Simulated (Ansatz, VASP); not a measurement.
# Cross-check of ZnO (zincite) between VASP and Ansatz

Wanted: the spread between two codes on one cell, functional and k mesh.

Method: plane waves, with VASP 6.6.1 beside it; band structure at LDA, band structure at PBE and band structure at BLYP, in Ansatz 0.2.0.

### Step 1. The structure

It takes space group P6_3mc (No. 186, hexagonal). The conventional cell has a = 3.249 Å, b = 3.249 Å, c = 5.206 Å, α = 90.00°, β = 90.00°, γ = 120.00°. Nearest to Zn lie 4 O at 1.97 to 1.98 Å. Nearest to O lie 4 Zn at 1.97 to 1.98 Å. Farther neighbours and most contacts between anions are not listed.

Coordinates:

```xyz
4
Lattice="3.2493 0.0000 0.0000 -1.6247 2.8140 0.0000 0.0000 0.0000 5.2057" Properties=species:S:1:pos:R:3 pbc="T T T"
Zn    0.0000    1.8760    2.6029
Zn    1.6247    0.9380    0.0000
O     1.6247    0.9380    1.9730
O     0.0000    1.8760    4.5759
```

### Step 2. VASP: band structure, LDA

Levels along a path test the potential and the projectors away from the mesh points.

Lines of VASP's logs that name or quote its potential files are left out, and so is its time.

Contents of INCAR:

```
SYSTEM = ZnO
PREC = Accurate
ENCUT = 520
EDIFF = 1E-06
NELM = 100
ISMEAR = 0
SIGMA = 0.02
LREAL = .FALSE.
ALGO = Normal
GGA = CA
NBANDS = 32
LORBIT = 11
LWAVE = .FALSE.
LCHARG = .FALSE.
KPAR = 8
```

Contents of POSCAR:

```
ZnO
1.0
    3.2493080000      0.0000000000      0.0000000000
   -1.6246540000      2.8139832727      0.0000000000
    0.0000000000      0.0000000000      5.2057090000
Zn O
2 2
Direct
    0.3333333333      0.6666666667      0.5000000000
    0.6666666667      0.3333333333      0.0000000000
    0.6666666667      0.3333333333      0.3790100000
    0.3333333333      0.6666666667      0.8790100000
```

Contents of KPOINTS:

```
Automatic mesh
0
Gamma
5 5 3
0 0 0
```

Contents of KPOINTS_OPT:

```
Line mode
16
Line-mode
Reciprocal
  0.00000000   0.00000000   0.00000000 GAMMA
  0.50000000   0.00000000   0.00000000 M

  0.50000000   0.00000000   0.00000000 M
  0.33333333   0.33333333   0.00000000 K

  0.33333333   0.33333333   0.00000000 K
  0.00000000   0.00000000   0.00000000 GAMMA

  0.00000000   0.00000000   0.00000000 GAMMA
  0.00000000   0.00000000   0.50000000 A

  0.00000000   0.00000000   0.50000000 A
  0.50000000   0.00000000   0.50000000 L

  0.50000000   0.00000000   0.50000000 L
  0.33333333   0.33333333   0.50000000 H

  0.33333333   0.33333333   0.50000000 H
  0.00000000   0.00000000   0.50000000 A

  0.50000000   0.00000000   0.50000000 L
  0.50000000   0.00000000   0.00000000 M

  0.33333333   0.33333333   0.00000000 K
  0.33333333   0.33333333   0.50000000 H
```

Potentials, in the order of the species: Zn and O (PBE family, release 64).

The run is started by

```sh
> mpirun -np 8 vasp_std
```

Numbers of over 12 decimals in the logs are rounded to 6 here.

What it wrote:

```text
[banner, memory and clock lines left out]
running    8 mpi-ranks, on    1 nodes
 distrk:  each k-point on    1 cores,    8 groups
 distr:  one band on    1 cores,    1 groups

 POSCAR found type information on POSCAR ZnO
 POSCAR found :  2 types and       4 ions
|                                                                             |
|           W    W    AA    RRRRR   N    N  II  N    N   GGGG   !!!           |
|           W    W   A  A   R    R  NN   N  II  NN   N  G    G  !!!           |
|           W    W  A    A  R    R  N N  N  II  N N  N  G       !!!           |
|           W WW W  AAAAAA  RRRRR   N  N N  II  N  N N  G  GGG   !            |
|           WW  WW  A    A  R   R   N   NN  II  N   NN  G    G                |
|           W    W  A    A  R    R  N    N  II  N    N   GGGG   !!!           |
|                                                                             |
|     For optimal performance we recommend to set                             |
|       NCORE = 2 up to number-of-cores-per-socket                            |
|     NCORE specifies how many cores store one orbital (NPAR=cpu/NCORE).      |
|     This setting can greatly improve the performance of VASP for DFT.       |
|     The default, NCORE=1 might be grossly inefficient on modern             |
|     multi-core architectures or massively parallel machines. Do your        |
|     Unfortunately you need to use the default for GW and RPA                |
|     calculations (for HF NCORE is supported but not extensively tested      |
|     yet).                                                                   |
|                                                                             |

|                                                                             |
|               ----> ADVICE to this user running VASP <----                  |
|                                                                             |
|     You enforced a specific xc type in the INCAR file but a different       |
|     [... a line on the potential file left out ...]
|     I HOPE YOU KNOW WHAT YOU ARE DOING!                                     |
|                                                                             |

 LDA part: xc-table for (Slater(with rela. corr.)+CA(PZ))
 , standard interpolation
 POSCAR, INCAR and KPOINTS ok, starting setup
 FFT: planning ... GRIDC
 FFT: planning ... GRID_SOFT
 FFT: planning ... GRID
 WAVECAR not read
 entering main loop
       N       E                     dE             d eps       ncg     rms          rms(c)
DAV:   1     0.307188147552E+03    0.30719E+03   -0.17349E+04   664   0.164E+03
DAV:   2     0.108289064419E+02   -0.29636E+03   -0.26996E+03   640   0.384E+02
DAV:   3    -0.233395789274E+02   -0.34168E+02   -0.33552E+02   776   0.121E+02
DAV:   4    -0.240068439580E+02   -0.66727E+00   -0.66665E+00   680   0.179E+01
DAV:   5    -0.240094478857E+02   -0.26039E-02   -0.26039E-02   768   0.117E+00    0.137E+01
DAV:   6    -0.210967581255E+02    0.29127E+01   -0.31219E+00   944   0.510E+01    0.891E+00
DAV:   7    -0.212519553976E+02   -0.15520E+00   -0.25015E+00   712   0.129E+01    0.538E+00
DAV:   8    -0.212232295408E+02    0.28726E-01   -0.41055E-01   824   0.480E+00    0.161E+00
DAV:   9    -0.211813850597E+02    0.41844E-01   -0.50589E-02   928   0.430E+00    0.381E-01
DAV:  10    -0.211817217601E+02   -0.33670E-03   -0.23530E-02   712   0.943E-01    0.547E-02
DAV:  11    -0.211817632205E+02   -0.41460E-04   -0.27301E-04   744   0.287E-01    0.241E-02
DAV:  12    -0.211817594116E+02    0.38090E-05   -0.76625E-05   816   0.216E-01    0.702E-03
DAV:  13    -0.211817592860E+02    0.12560E-06   -0.56647E-06   768   0.570E-02
   1 F= -.21181759E+02 E0= -.21181759E+02  d E =-.283546E-51
 Start KPOINTS_OPT (optional k-point list driver)
k-point batch [1-10\144]
       N       E                     dE             ncg
DAV:   1     0.158388383943E+04   -0.19072E+04      664
DAV:   2    -0.127162215235E+04   -0.28555E+04      640
DAV:   3    -0.160574712310E+04   -0.33412E+03      760
DAV:   4    -0.161248508386E+04   -0.67380E+01      712
DAV:   5    -0.161250791886E+04   -0.22835E-01      760
DAV:   6    -0.161250803486E+04   -0.11600E-03      712
DAV:   7    -0.161250803572E+04   -0.86048E-06      696
[...]
k-point batch [141-144\144]
       N       E                     dE             ncg
DAV:   1     0.964480172084E+04   -0.55291E+04      264
DAV:   2     0.851035995691E+04   -0.11344E+04      264
DAV:   3     0.838181740874E+04   -0.12854E+03      296
DAV:   4     0.837949275994E+04   -0.23246E+01      272
DAV:   5     0.837948528139E+04   -0.74785E-02      320
DAV:   6     0.837948524086E+04   -0.40534E-04      256
DAV:   7     0.837948524054E+04   -0.31367E-06      288
```

From OUTCAR (step 2):

```text
ion  position               nearest neighbor table
   1  0.333  0.667  0.500-   4 1.97   3 1.98   3 1.98   3 1.98
   2  0.667  0.333  0.000-   3 1.97   4 1.98   4 1.98   4 1.98
   3  0.667  0.333  0.379-   2 1.97   1 1.98   1 1.98   1 1.98
   4  0.333  0.667  0.879-   1 1.97   2 1.98   2 1.98   2 1.98

  LATTYP: Found a hexagonal cell.
 ALAT       =     3.2493080000
 C/A-ratio  =     1.6020977390

 Subroutine GETGRP returns: Found 12 space group operations
 (whereof  6 operations were pure point group operations)

The static configuration has the point symmetry C_3v.
 The point group associated with its full space group is C_6v.

 Found     10 irreducible k-points:

   k-points           NKPTS =     10   k-points in BZ     NKDIM =     10   number of bands    NBANDS=     32

   dimension x,y,z NGX =    24 NGY =   24 NGZ =   40
   dimension x,y,z NGXF=    48 NGYF=   48 NGZF=   80

   ENCUT  =  520.0 eV  38.22 Ry    6.18 a.u.   6.04  6.04  9.68*2*pi/ulx,y,z

   NELECT =      36.0000    total number of electrons

 k-points in reciprocal lattice and weights: Automatic mesh
   0.00000000  0.00000000  0.00000000       0.013
   0.20000000 -0.00000000  0.00000000       0.080
   0.40000000 -0.00000000  0.00000000       0.080
   0.20000000  0.20000000  0.00000000       0.080
   0.40000000  0.20000000  0.00000000       0.080
   0.00000000  0.00000000  0.33333333       0.027
   0.20000000 -0.00000000  0.33333333       0.160
   0.40000000 -0.00000000  0.33333333       0.160
   0.20000000  0.20000000  0.33333333       0.160
   0.40000000  0.20000000  0.33333333       0.160

 average (electrostatic) potential at core
       1 -35.5624       2 -35.5624       3 -73.1286       4 -73.1286

 E-fermi :   0.9862

 k-point     1 :       0.0000    0.0000    0.0000
  band No.  band energies     occupation
    ...
     14      -0.0459      2.00000
     15      -0.0459      2.00000
     16       0.7036      2.00000
     17       0.7759      2.00000
     18       0.7759      2.00000
     19       1.5055      0.00000
     20       5.8468      0.00000
     21       8.8891      0.00000
     22      13.4034      0.00000
     23      13.4034      0.00000
    ...

 k-point     2 :       0.2000   -0.0000    0.0000
  band No.  band energies     occupation
    ...
     14      -1.2881      2.00000
     15      -0.5958      2.00000
     16      -0.5363      2.00000
     17       0.4259      2.00000
     18       0.5088      2.00000
     19       3.3747      0.00000
     20       7.1953      0.00000
     21       8.8380      0.00000
     22      10.8685      0.00000
     23      12.7206      0.00000
    ...

 k-point     3 :       0.4000   -0.0000    0.0000
  band No.  band energies     occupation
    ...
     14      -2.6523      2.00000
     15      -1.8894      2.00000
     16      -1.3735      2.00000
     17      -0.3203      2.00000
     18       0.0286      2.00000
     19       5.7098      0.00000
     20       8.0713      0.00000
     21       8.2631      0.00000
     22       9.1627      0.00000
     23      11.4007      0.00000
    ...

  Total       -1.9460081     -1.9460081     -1.4325142      0.0000000      0.0000000      0.0000000
  in kB      -65.5032653    -65.5032653    -48.2188921      0.0000000      0.0000000      0.0000000
  external PRESSURE =     -59.7418076 kB  Pullay stress =       0.0000000 kB

  energy-cutoff  :      520.00
  volume of cell :       47.60
      direct lattice vectors                 reciprocal lattice vectors
     3.249308000  0.000000000  0.000000000     0.307757836  0.177684070  0.000000000
    -1.624654000  2.813983273  0.000000000     0.000000000  0.355368139  0.000000000
     0.000000000  0.000000000  5.205709000     0.000000000  0.000000000  0.192096792

 POSITION                                       TOTAL-FORCE (eV/Angst)
 -----------------------------------------------------------------------------------
     -0.00000      1.87599      2.60285        -0.000000     -0.000000     -0.055988
      1.62465      0.93799      0.00000         0.000000      0.000000     -0.055988
      1.62465      0.93799      1.97302         0.000000      0.000000      0.055988
     -0.00000      1.87599      4.57587        -0.000000      0.000000      0.055988
 -----------------------------------------------------------------------------------
    total drift:                               -0.000000     -0.000000     -0.000167

  FREE ENERGIE OF THE ION-ELECTRON SYSTEM (eV)
  ---------------------------------------------------
  free  energy   TOTEN  =       -21.1817592860 eV

  energy  without entropy=      -21.1817592860  energy(sigma->0) =      -21.18175929

 total charge
# of ion       s       p       d       tot
------------------------------------------
    1        0.469   0.502   9.909  10.880
    2        0.469   0.502   9.909  10.880
    3        1.534   3.432   0.000   4.966
    4        1.534   3.432   0.000   4.966
--------------------------------------------------
tot          4.006   7.866  19.818  31.690

[... 3 further parts left out ...]
```

The PAW data sets were made with PBE, though LDA sets exist; this is a small mismatch. At this level the cell is under a tension of 6.0 GPa, so at these settings it is away from equilibrium.

### Step 3. Ansatz: band structure, LDA

Ansatz runs on its default PAW (the set named soft_2) files.

The same cell, functional (in two slightly different forms), mesh and smearing now go to Ansatz, which takes its cutoff from its data sets.

Contents of input.yaml:

```yaml
crystal:
  lattice:
    - [3.249308, 0.0, 0.0]
    - [-1.624654, 2.8139832727, 0.0]
    - [0.0, 0.0, 5.205709]
  atoms:
    - { symbol: Zn, position: [0.3333333333, 0.6666666667, 0.5] }
    - { symbol: Zn, position: [0.6666666667, 0.3333333333, 0.0] }
    - { symbol: O, position: [0.6666666667, 0.3333333333, 0.37901] }
    - { symbol: O, position: [0.3333333333, 0.6666666667, 0.87901] }
hamiltonian:
  xc: lda
  pseudopotentials: { kind: paw }
kpoints:
  mp_grid: { grid: [5, 5, 3] }
  band_path:
    path:
      - [0.0, 0.0, 0.0]
      - [0.13333, 0.0, 0.0]
      - [0.3, 0.0, 0.0]
      - [0.46667, 0.0, 0.0]
      - [0.46667, 0.06667, 0.0]
      - [0.41111, 0.17778, 0.0]
      - [0.35556, 0.28889, 0.0]
      - [0.28889, 0.28889, 0.0]
      - [0.17778, 0.17778, 0.0]
      - [0.06667, 0.06667, 0.0]
      - [0.0, 0.0, 0.03333]
      - [0.0, 0.0, 0.2]
      - [0.0, 0.0, 0.36667]
      - [0.0, 0.0, 0.5]
      - [0.16667, 0.0, 0.5]
      - [0.3, 0.0, 0.5]
      - [0.46667, 0.0, 0.5]
      - [0.46667, 0.06667, 0.5]
      - [0.41111, 0.17778, 0.5]
      - [0.35556, 0.28889, 0.5]
      - [0.28889, 0.28889, 0.5]
      - [0.17778, 0.17778, 0.5]
      - [0.06667, 0.06667, 0.5]
      - [0.5, 0.0, 0.46667]
      - [0.5, 0.0, 0.3]
      - [0.5, 0.0, 0.13333]
      - [0.33333, 0.33333, 0.0]
      - [0.33333, 0.33333, 0.16667]
      - [0.33333, 0.33333, 0.33333]
      - [0.33333, 0.33333, 0.5]
    npoints: 1
scf:
  occupations: { method: gaussian, width: 0.02 }
  n_extra_bands: 8
output:
  forces: true
  stress: true
  eigenvalues: true
```

The run is started by

```sh
> ansatz run input.yaml --threads 2 --pin off --max-ram 4608MiB --backend cpu --events-out ev --progress --plain --runs-dir out
```

What it wrote:

```text
scf.n_extra_bands = 8 over 18 filled bands (N_el = 36.0): the run solves 26 bands
Engine: ansatz 0.2.0, aarch64-unknown-linux-gnu
Pseudopotentials: kind: paw
Pseudopotential: Zn, paw, valence charge 12, recommended cutoff 420 eV (normal), Zn.paw.azcp
Pseudopotential: O, paw, valence charge 6, recommended cutoff 420 eV (normal), O.paw.azcp
Functional definition: SPW92
  exchange = slater_x
  correlation = pw_c
Crystal: 4 atoms, lattice volume = 47.598 Å³
Basis set: ecut = 420 eV, 941 PW (Γ)
Bands: 26, of which v1, the nominal top of the filled ones, is band 18 counted from 1 (17 counted from 0)
Symmetry: 12 space group operations
Space group: P63mc (ITA 186), of the structure as read, at distance tolerance 3.6e-5 Å
k-points: 10 of 75 (time reversal used)
Non-local potential: Zn, projectors of the file, l = 0: 2, l = 1: 2, l = 2: 3, l = 3: 1
Non-local potential: O, projectors of the file, l = 0: 2, l = 1: 2, l = 2: 1
PAW form: soft (Blöchl's): semilocal exchange-correlation on the pseudo side does not see the compensation charge
PAW frozen core: Zn, regenerated for the run's functional, and the local potential with it (the file was generated under x = pbe(κ = 0.804, μ = 0.219515), c = pbe(β = 0.066725))
PAW frozen core: O, regenerated for the run's functional, and the local potential with it (the file was generated under x = pbe(κ = 0.804, μ = 0.219515), c = pbe(β = 0.066725))
PAW one-centre angular grid: Zn, 590 points (default); XC on 64 Gauss nodes
PAW one-centre angular grid: O, 110 points (default); XC on 64 Gauss nodes
Initial density: superposition of atomic densities (neutral atoms: chi_scale 0, normalization atom), corrected by the library's trained network
Initial wavefunctions: pseudopotential atomic-orbital guess
Functional: x = slater, c = lda
SCF iter   1: F=—  HF=-7603.913928 eV  |F-HF|=—  |Δ(HF+E_count)|=         —  Δρ=1.83e-2  dr2=1.36e-1  ethr=1.77e-3  ⟨swp⟩=6.0  Hψ=1197  notcnv=0
preconditioner: auto → Resta (q_TF=auto, 2.604 Å⁻¹)  ε∞=5.6  [insulator: Δε(μ)=0.553 eV  Ē_g=15.081 eV  σ=0.020 eV  W_gap=1.00  n_scr=22 (ndim 8)  ℏωp=32.3 eV  f_vac=0.035  D(μ)=0.00/eV (n_scr^D=0)  ε∞_Penn≈5.6]
SCF iter   2: F=—  HF=-7603.878795 eV  |F-HF|=—  |Δ(HF+E_count)|=   3.51e-2  Δρ=3.93e-3  dr2=2.38e-3  ethr=3.78e-4  ⟨swp⟩=3.0  Hψ=570  notcnv=0  defer=31
SCF iter   3: F=—  HF=-7603.878080 eV  |F-HF|=—  |Δ(HF+E_count)|=   7.15e-4  Δρ=1.96e-3  dr2=1.01e-3  ethr=6.61e-6  ⟨swp⟩=2.8  Hψ=427  notcnv=0  defer=31
SCF iter   4: F=—  HF=-7603.877788 eV  |F-HF|=—  |Δ(HF+E_count)|=   2.91e-4  Δρ=7.15e-4  dr2=1.61e-4  ethr=2.81e-6  ⟨swp⟩=1.0  Hψ=229  notcnv=0  defer=31
SCF iter   5: F=—  HF=-7603.877739 eV  |F-HF|=—  |Δ(HF+E_count)|=   4.97e-5  Δρ=2.61e-4  dr2=1.73e-5  ethr=4.48e-7  ⟨swp⟩=2.7  Hψ=416  notcnv=0  defer=31
SCF iter   6: F=—  HF=-7603.877734 eV  |F-HF|=—  |Δ(HF+E_count)|=   4.97e-6  Δρ=2.78e-5  dr2=3.29e-7  ethr=4.80e-8  ⟨swp⟩=2.0  Hψ=389  notcnv=0  defer=31
SCF iter   7: F=-7603.877734 eV  HF=-7603.877734 eV  |F-HF|=1.64e-8  |Δ(HF+E_count)|=   5.38e-8  Δρ=7.83e-6  dr2=2.92e-8  ethr=2.78e-10  ⟨swp⟩=8.0  Hψ=1229  notcnv=0
SCF 1 converged in 7 iterations: F = -7603.877734 eV  dr2 = 2.92e-8
  greatest PAW one-centre occupation: 0.987 electrons in one spin orbital (limit 2), on the Zn atom at site 0 (counted from 0), in its partial waves of l = 2
NSCF: frozen V_eff on 30 k-points
SCF converged after 7 iterations
Free energy (F): -7603.877734 eV
Harris-Foulkes:  -7603.877734 eV  (|F-HF|=1.64e-8)
Internal energy: -7603.877734 eV  (E = F + TS)
E sigma→0 (E₀):  -7603.877734 eV
Fermi energy:    7.139093 eV
--- Per-component energies (eV) ---
  E_band       = 48.823903
  E_kinetic    = 609.328654
  E_local      = -4008.286778  (includes V_loc(G=0)·N_el)
  E_nonlocal   = 1343.987676
  E_hartree    = 1638.757076
  E_xc         = -413.421661
  E_vxc        = -290.308216  (∫ρ·V_xc dr)
  E_paw        = -3814.960434  (= ΣΔE_a)
  E_vpaw       = -883.424147  (= ΣTr[D̂ρ^β])
  E_aug_tail   = 0.004353  (compensation charges beyond the density's cutoff)
  E_ewald      = -2962.594745
  E_core_change = 3.308126  (= ΣΔE_core)
  E_smearing   = -0.000000  (= −TS)
  E_closure    = 0.000000  (closes the sum)
  Σ components = -7603.877734   (vs F -7603.877734, Δ=0.00e0)
--- Forces (eV/Å), atoms counted from 1 ---
  atom   1  Zn     0.00000000    -0.00000000    -0.05123950
  atom   2  Zn    -0.00000000     0.00000000    -0.05123950
  atom   3  O      0.00000000    -0.00000000     0.05119920
  atom   4  O     -0.00000000     0.00000000     0.05119920
  max |Σ_I F_I| component: 8.06e-5 eV/Å
--- Stress (GPa, compression-positive) ---
       -7.655611       0.000000      -0.000000
        0.000000      -7.655611      -0.000000
       -0.000000      -0.000000      -5.988795
  P = ⅓ Tr σ = -7.1000 GPa (-71.000 kbar)
--- Band table (eV; the first three rows and the last of 10) ---
  k-point 0: bands = [... 14 lower, 5.9539, 6.7000, 6.7732, 6.7732, 7.5046, 11.8519, 14.8910, 19.4325, ... 4 higher]
  k-point 1: bands = [... 14 lower, 6.1621, 6.1621, 6.5720, 6.5720, 9.1580, 11.0252, 15.6857, 18.1196, ... 4 higher]
  k-point 2: bands = [... 14 lower, 5.3978, 5.4653, 6.4234, 6.5065, 9.3733, 13.1962, 14.8484, 16.8831, ... 4 higher]
  k-point 9: bands = [... 14 lower, 3.9836, 4.8739, 5.1189, 5.5875, 13.1826, 13.8320, 14.7798, 15.2993, ... 4 higher]
```

The job ended after 1.5 s (2 threads of Arm Neoverse V2, shared host; peak memory 0.28 GiB; 2.7 s of CPU time).

Reading the cycles: dr2 is the Hartree energy of the density residual (eV), the measure of convergence; HF is the Harris–Foulkes estimate of the energy, which meets the free energy F at convergence.

[end of part 1 of 3]

[Lines on the potential files, build, host, timing and source positions are cut from VASP's logs without a mark.]

[Logs are printed without paths, hosts, clocks, repeated set-up lines and the standing remarks that a program may print on its own settings, such as how far it seeks lower states.]

[Hosts, paths, dates, database ids (printed as entryN), source tags and the programs' standing remarks are cut or masked in the printed files.]

[VASP's PBE data sets in a run with another functional are called a small mismatch above; for pressures it isn't always small: they can move by 1 GPa and more.]
